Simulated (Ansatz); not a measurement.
# SiNi (Pmmn) in Ansatz: a series of runs, part 2 of 3

Ansatz 0.2.0. The steps go on from the part before.

### Step 3. Band structure, r2SCAN+U, collinear spin, ferromagnetic start

Input file input.yaml:

```yaml
crystal:
  lattice:
    - [2.94277066, 0.0, 0.0]
    - [0.0, 3.28032554, 0.0]
    - [0.0, 0.0, 4.67744676]
  atoms:
    - { symbol: Ni, position: [0.5, 0.5, 0.34249559], spin: 1.0 }
    - { symbol: Ni, position: [0.0, 0.0, 0.65750441], spin: 1.0 }
    - { symbol: Si, position: [0.5, 0.5, 0.84314316] }
    - { symbol: Si, position: [0.0, 0.0, 0.15685684] }
hamiltonian:
  xc: r2scan
  pseudopotentials: { kind: paw }
  hubbard: { sites: [{ species: Ni, l: d, u_eff: 4.0 }] }
magnetization:
  spin_polarized: true
kpoints:
  mp_grid: { grid: [9, 8, 6] }
  band_path:
    path:
      - [[0.0, 0.0, 0.0], [0.5, 0.0, 0.0], [0.5, 0.5, 0.0], [0.0, 0.5, 0.0], [0.0, 0.0, 0.0], [0.0, 0.0, 0.5], [0.5, 0.0, 0.5], [0.5, 0.5, 0.5], [0.0, 0.5, 0.5], [0.0, 0.0, 0.5]]
      - [[0.0, 0.5, 0.0], [0.0, 0.5, 0.5]]
      - [[0.5, 0.0, 0.5], [0.5, 0.0, 0.0]]
      - [[0.5, 0.5, 0.0], [0.5, 0.5, 0.5]]
    npoints: 14
scf:
  occupations: { method: fermi_dirac, width: 0.05 }
  n_extra_bands: 10
output:
  forces: true
  stress: true
  eigenvalues: true
  fatbands: true
```

Potentials or basis: Ansatz PAW.

Run with:

```bash
$ ansatz run input.yaml --threads 2 --pin off --max-ram 5632MiB --backend cpu --events-out ev --progress --plain --runs-dir out
```

Log:

```text
Warning: RAYON_NUM_THREADS=2 ignored (pool sized by the plan → 2); use --threads N
Ni: projections on atomic orbitals take those of the free atom [Ne] 3s2 3p6 3d8 4s2, of charge +0.00 (hamiltonian.pseudopotentials.projection_atoms); the dataset's partial waves leave at most 1.6e-6 of an orbital's norm unspanned inside its sphere
Si: projections on atomic orbitals take those of the free atom [Ne] 3s2 3p2, of charge +0.00 (hamiltonian.pseudopotentials.projection_atoms); the dataset's partial waves leave at most 6.1e-8 of an orbital's norm unspanned inside its sphere
scf.n_extra_bands = 10 over 22 filled bands (N_el = 44.0): the run solves 32 bands
Engine: ansatz 0.2.0, aarch64-unknown-linux-gnu
Pseudopotentials: kind: paw
Pseudopotential: Ni, paw, valence charge 18, recommended cutoff 500 eV (meta_gga), Ni.paw.azcp
Pseudopotential: Si, paw, valence charge 4, recommended cutoff 500 eV (meta_gga), Si.paw.azcp
Functional definition: r2SCAN
  parameter k0 = 0.174
  parameter k1 = 0.065
  parameter a1 = 4.9479
  exchange = r2scan_x(k0 = k0, k1 = k1, a1 = a1)
  correlation = r2scan_c
Crystal: 4 atoms, lattice volume = 45.153 Å³
Basis set: ecut = 500 eV, 1133 PW (Γ), exchange–correlation on 96×96×144 points (64 copies of the dense FFT grid, shifted against one another)
[... 74 lines left out ...]
  E_aug_tail   = 0.000509  (compensation charges beyond the density's cutoff)
  E_vtau       = 22.430335  (kinetic-family band-sum trace: ∫τ·v_τ [+ j·A + Jᵃ·Aᵃ] dr)
  E_ewald      = -5335.054613
  E_core_change = -0.753003  (= ΣΔE_core)
  E_smearing   = -0.007344  (= −TS)
  E_closure    = 0.000000  (closes the sum)
  Σ components = -12966.707193   (vs F -12966.707193, Δ=0.00e0)
--- Forces (eV/Å), atoms counted from 1 ---
  atom   1  Ni     0.00000000     0.00000000     0.05671097
  atom   2  Ni     0.00000000     0.00000000    -0.05671097
  atom   3  Si     0.00000000     0.00000000    -0.05358921
  atom   4  Si     0.00000000     0.00000000     0.05358921
  max |Σ_I F_I| component: 6.94e-18 eV/Å
--- Stress (GPa, compression-positive) ---
       -0.504337       0.000000       0.000000
        0.000000       0.439788       0.000000
        0.000000       0.000000      -1.134494
  P = ⅓ Tr σ = -0.3997 GPa (-3.997 kbar)
--- Band table (eV; the first three rows and the last of 200) ---
  k-point 0 ↑: bands = ["-90.4937", "-90.4838", "-49.5562", "-49.5257", "-49.4709", "-49.4296", "-49.3768", "-49.3458", "1.2369", "7.2136", "9.1444", "10.5710", "11.5431", "12.2016", "12.2604", "12.6603", "12.6689", "12.7668", "12.9631", "13.5152", "13.5941", "14.6028", "17.4685", "19.1480", "21.6658", "22.0857", "23.9424", "24.4961", "24.5260", "25.6840", "27.3435", "27.9742"]
  k-point 1 ↑: bands = ["-90.4937", "-90.4838", "-49.5561", "-49.5260", "-49.4708", "-49.4297", "-49.3768", "-49.3458", "1.3857", "6.5149", "9.3793", "10.6337", "11.5143", "12.1352", "12.2814", "12.5135", "12.6727", "12.7591", "12.8767", "13.5805", "14.3562", "15.0497", "17.7696", "19.0618", "20.7185", "22.0195", "23.2039", "23.5600", "25.5255", "26.3222", "27.4995", "28.0471"]
  k-point 2 ↑: bands = ["-90.4937", "-90.4838", "-49.5559", "-49.5265", "-49.4708", "-49.4297", "-49.3768", "-49.3458", "1.7556", "5.4045", "9.6434", "10.7612", "11.4471", "11.9819", "12.3147", "12.3455", "12.6781", "12.6934", "12.6985", "13.5521", "16.0797", "16.4301", "18.5333", "18.8915", "19.1477", "21.7073", "21.8770", "22.0204", "25.6875", "27.2177", "27.3989", "29.3713"]
  k-point 99 ↓: bands = ["-90.4877", "-90.4877", "-49.5396", "-49.5396", "-49.4600", "-49.4600", "-49.3728", "-49.3728", "7.8213", "7.8213", "8.8858", "8.8858", "10.6639", "10.6639", "11.6648", "11.6648", "12.8558", "12.8558", "13.1561", "13.1561", "14.0768", "14.0768", "15.3434", "15.3434", "17.4789", "17.4789", "24.5358", "24.5358", "26.0230", "26.0230", "27.9564", "27.9564"]
Occupation matrices written to <dir>
```

occupation_matrices:

```text
# The occupation matrices of the corrected shells as a run of Ansatz 0.0.0 ended. An entry of
# hamiltonian.hubbard.sites starts from them by `starting_ns: <path of this file>`, where that key's refused
# combinations let it.
# Free energy -12966.707193 eV.
# projection_atom_Ni: [Ne] 3s2 3p6 3d8 4s2
[... 38 lines left out ...]
      - [0.0003996104692809505, 0.0, 0.0, 0.9659673485502457, 0.0]
      - [-2.168404344971009e-19, 0.0, 0.0, 0.0, 0.8480882053992734]
  site1_d_down:
    matrix:
      - [0.8863354966284316, 0.0, 0.0, 0.0003996599845047676, -2.168404344971009e-19]
      - [0.0, 0.9120731731604098, 2.168404344971009e-19, 0.0, 0.0]
      - [0.0, 2.168404344971009e-19, 0.8936459530571604, 0.0, 0.0]
      - [0.0003996599845047676, 0.0, 0.0, 0.9659674153627512, 5.421010862427522e-20]
      - [-2.168404344971009e-19, 0.0, 0.0, 5.421010862427522e-20, 0.8480890921292356]
```

Run time: 68 s. Hardware: 2 threads of Arm Neoverse V1, shared host; peak memory 0.73 GiB.

Results:

- Free energy: -12966.7072 eV
- Pressure: -0.4 GPa
- Largest force: 0.057 eV/Å
- Band gap on the k mesh: none (metal or under the smearing width)
- Net moment: 0.00 μB per cell
- Absolute moment: 0.00 μB per cell

Forces in eV/Å, atoms in the order of the input:
```
Ni   0.000  0.000  0.057
Ni   0.000  0.000 -0.057
Si   0.000  0.000 -0.054
Si   0.000  0.000  0.054
```

Stress tensor (GPa, compression positive):
```
-0.50  0.00  0.00
 0.00  0.44  0.00
 0.00  0.00 -1.13
```

Levels at the corners of the path, in eV from the Fermi level:
Spin up:
```csv
point,band 19,band 20,band 21,band 22,band 23,band 24,band 25,band 26
Γ,-2.97,-2.42,-2.34,-1.33,1.54,3.22,5.73,6.15
X,-2.97,-2.97,-2.30,-2.30,2.11,2.11,3.81,3.81
S,-2.88,-2.88,-1.99,-1.99,1.89,1.89,2.21,2.21
Y,-2.94,-2.94,-2.78,-2.78,1.47,1.47,5.51,5.51
Γ,-2.97,-2.42,-2.34,-1.33,1.54,3.22,5.73,6.15
Z,-3.22,-2.40,1.16,2.01,2.52,2.88,3.21,3.96
U,-2.73,-2.73,-2.03,-2.03,3.99,3.99,5.89,5.89
R,-2.81,-2.81,-1.90,-1.90,-0.67,-0.67,1.35,1.35
T,-2.71,-2.71,-2.53,-2.53,5.77,5.77,5.93,5.93
Z,-3.22,-2.40,1.16,2.01,2.52,2.88,3.21,3.96
Y,-2.94,-2.94,-2.78,-2.78,1.47,1.47,5.51,5.51
T,-2.71,-2.71,-2.53,-2.53,5.77,5.77,5.93,5.93
U,-2.73,-2.73,-2.03,-2.03,3.99,3.99,5.89,5.89
X,-2.97,-2.97,-2.30,-2.30,2.11,2.11,3.81,3.81
S,-2.88,-2.88,-1.99,-1.99,1.89,1.89,2.21,2.21
R,-2.81,-2.81,-1.90,-1.90,-0.67,-0.67,1.35,1.35
```
Spin down:
| point | band 20 | band 21 | band 22 | band 23 | band 24 | band 25 |
| --- | --- | --- | --- | --- | --- | --- |
| Γ | -2.42 | -2.34 | -1.33 | 1.54 | 3.22 | 5.73 |
| X | -2.97 | -2.30 | -2.30 | 2.11 | 2.11 | 3.81 |
| S | -2.88 | -1.99 | -1.99 | 1.89 | 1.89 | 2.21 |
| Y | -2.94 | -2.78 | -2.78 | 1.47 | 1.47 | 5.51 |
| Γ | -2.42 | -2.34 | -1.33 | 1.54 | 3.22 | 5.73 |
| Z | -2.40 | 1.16 | 2.01 | 2.52 | 2.88 | 3.21 |
| U | -2.73 | -2.03 | -2.03 | 3.99 | 3.99 | 5.89 |
| R | -2.81 | -1.90 | -1.90 | -0.67 | -0.67 | 1.35 |
| T | -2.71 | -2.53 | -2.53 | 5.77 | 5.77 | 5.93 |
| Z | -2.40 | 1.16 | 2.01 | 2.52 | 2.88 | 3.21 |
| Y | -2.94 | -2.78 | -2.78 | 1.47 | 1.47 | 5.51 |
| T | -2.71 | -2.53 | -2.53 | 5.77 | 5.77 | 5.93 |
| U | -2.73 | -2.03 | -2.03 | 3.99 | 3.99 | 5.89 |
| X | -2.97 | -2.30 | -2.30 | 2.11 | 2.11 | 3.81 |
| S | -2.88 | -1.99 | -1.99 | 1.89 | 1.89 | 2.21 |
| R | -2.81 | -1.90 | -1.90 | -0.67 | -0.67 | 1.35 |

Eigenvalues of the final occupation matrices:
```csv
site,spin,trace,eigenvalues
site 1,1,4.51,0.85 0.89 0.89 0.91 0.97
site 1,2,4.51,0.85 0.89 0.89 0.91 0.97
site 2,1,4.51,0.85 0.89 0.89 0.91 0.97
site 2,2,4.51,0.85 0.89 0.89 0.91 0.97
```

Caveat: the magnetic or orbital state may not be the lowest; the PAW data sets come from PBE, with cores solved anew for the run's functional, which leaves a small shift of forces and pressure; the U is typed as a test and isn't derived for this compound; the starting moments weren't kept. The state reached can hang on the start; a lower one may exist.

### Step 4. Band structure, r2SCAN+U, collinear spin, ferromagnetic start

input.yaml, as its differences from that of step 3:

```diff
@@ -13,3 +13,3 @@
   pseudopotentials: { kind: paw }
-  hubbard: { sites: [{ species: Ni, l: d, u_eff: 4.0 }] }
+  hubbard: { sites: [{ species: Ni, l: d, u_eff: 5.0 }] }
 magnetization:
@@ -32,2 +32,2 @@
   eigenvalues: true
-  fatbands: true
+  fatbands: false
```

Run with:

```bash
$ ansatz run input.yaml --threads 2 --pin off --max-ram 5632MiB --backend cpu --events-out ev --progress --plain --runs-dir out
```

Run time: 61 s. Hardware: 2 threads of Arm Neoverse V1, shared host; peak memory 0.73 GiB.

Results (log left out):

* Free energy: -12965.8423 eV
* Pressure: -0.5 GPa
* Largest force: 0.063 eV/Å
* Band gap on the k mesh: none (metal or under the smearing width)
* Net moment: 0.00 μB per cell
* Absolute moment: 0.00 μB per cell

Forces in eV/Å, atoms in the order of the input:
```
Ni   0.000  0.000  0.062
Ni   0.000  0.000 -0.062
Si   0.000  0.000 -0.063
Si   0.000  0.000  0.063
```

Stress tensor (GPa, compression positive):
```
-0.72  0.00  0.00
 0.00  0.31  0.00
 0.00  0.00 -1.09
```

Levels at the corners of the path, in eV from the Fermi level:
Spin up:
```
point  band 18  band 19  band 20  band 21  band 22  band 23  band 24  band 25  band 26  band 27
    Γ    -3.21    -3.11    -2.49    -2.42    -1.29     1.59     3.27     5.80     6.22     8.07
    X    -3.25    -2.99    -2.99    -2.43    -2.43     2.17     2.17     3.85     3.85     6.82
    S    -3.71    -3.04    -3.04    -2.03    -2.03     1.94     1.94     2.26     2.26     4.57
    Y    -3.48    -3.06    -3.06    -2.89    -2.89     1.53     1.53     5.56     5.56     8.66
    Γ    -3.21    -3.11    -2.49    -2.42    -1.29     1.59     3.27     5.80     6.22     8.07
    Z    -3.41    -3.31    -2.48     1.17     2.11     2.62     2.93     3.25     4.02     5.21
    U    -3.23    -2.84    -2.84    -2.14    -2.14     4.03     4.03     5.95     5.95     6.40
    R    -3.07    -2.73    -2.73    -1.96    -1.96    -0.73    -0.73     1.40     1.40     8.84
    T    -3.37    -2.82    -2.82    -2.64    -2.64     5.84     5.84     5.98     5.98     8.00
    Z    -3.41    -3.31    -2.48     1.17     2.11     2.62     2.93     3.25     4.02     5.21
    Y    -3.48    -3.06    -3.06    -2.89    -2.89     1.53     1.53     5.56     5.56     8.66
    T    -3.37    -2.82    -2.82    -2.64    -2.64     5.84     5.84     5.98     5.98     8.00
    U    -3.23    -2.84    -2.84    -2.14    -2.14     4.03     4.03     5.95     5.95     6.40
    X    -3.25    -2.99    -2.99    -2.43    -2.43     2.17     2.17     3.85     3.85     6.82
    S    -3.71    -3.04    -3.04    -2.03    -2.03     1.94     1.94     2.26     2.26     4.57
    R    -3.07    -2.73    -2.73    -1.96    -1.96    -0.73    -0.73     1.40     1.40     8.84
```
Spin down:
```csv
point,band 18,band 19,band 20,band 21,band 22,band 23,band 24,band 25,band 26,band 27
Γ,-3.21,-3.11,-2.49,-2.42,-1.29,1.59,3.27,5.80,6.22,8.07
X,-3.25,-2.99,-2.99,-2.43,-2.43,2.17,2.17,3.85,3.85,6.82
S,-3.71,-3.04,-3.04,-2.03,-2.03,1.94,1.94,2.26,2.26,4.57
Y,-3.48,-3.06,-3.06,-2.89,-2.89,1.53,1.53,5.56,5.56,8.66
Γ,-3.21,-3.11,-2.49,-2.42,-1.29,1.59,3.27,5.80,6.22,8.07
Z,-3.41,-3.31,-2.48,1.17,2.11,2.62,2.93,3.25,4.02,5.21
U,-3.23,-2.84,-2.84,-2.14,-2.14,4.03,4.03,5.95,5.95,6.40
R,-3.07,-2.73,-2.73,-1.96,-1.96,-0.73,-0.73,1.40,1.40,8.84
T,-3.37,-2.82,-2.82,-2.64,-2.64,5.84,5.84,5.98,5.98,8.00
Z,-3.41,-3.31,-2.48,1.17,2.11,2.62,2.93,3.25,4.02,5.21
Y,-3.48,-3.06,-3.06,-2.89,-2.89,1.53,1.53,5.56,5.56,8.66
T,-3.37,-2.82,-2.82,-2.64,-2.64,5.84,5.84,5.98,5.98,8.00
U,-3.23,-2.84,-2.84,-2.14,-2.14,4.03,4.03,5.95,5.95,6.40
X,-3.25,-2.99,-2.99,-2.43,-2.43,2.17,2.17,3.85,3.85,6.82
S,-3.71,-3.04,-3.04,-2.03,-2.03,1.94,1.94,2.26,2.26,4.57
R,-3.07,-2.73,-2.73,-1.96,-1.96,-0.73,-0.73,1.40,1.40,8.84
```

Eigenvalues of the final occupation matrices:
```
  site  spin  trace               eigenvalues
site 1     1   4.52  0.85 0.89 0.90 0.92 0.97
site 1     2   4.52  0.85 0.89 0.90 0.92 0.97
site 2     1   4.52  0.85 0.89 0.90 0.92 0.97
site 2     2   4.52  0.85 0.89 0.90 0.92 0.97
```

Caveat: the magnetic or orbital state may not be the lowest; the PAW data sets come from PBE, with cores solved anew for the run's functional, which leaves a small shift of forces and pressure; the U is typed as a test and isn't derived for this compound; the starting moments weren't kept.

(Continued in part 3 of 3.)
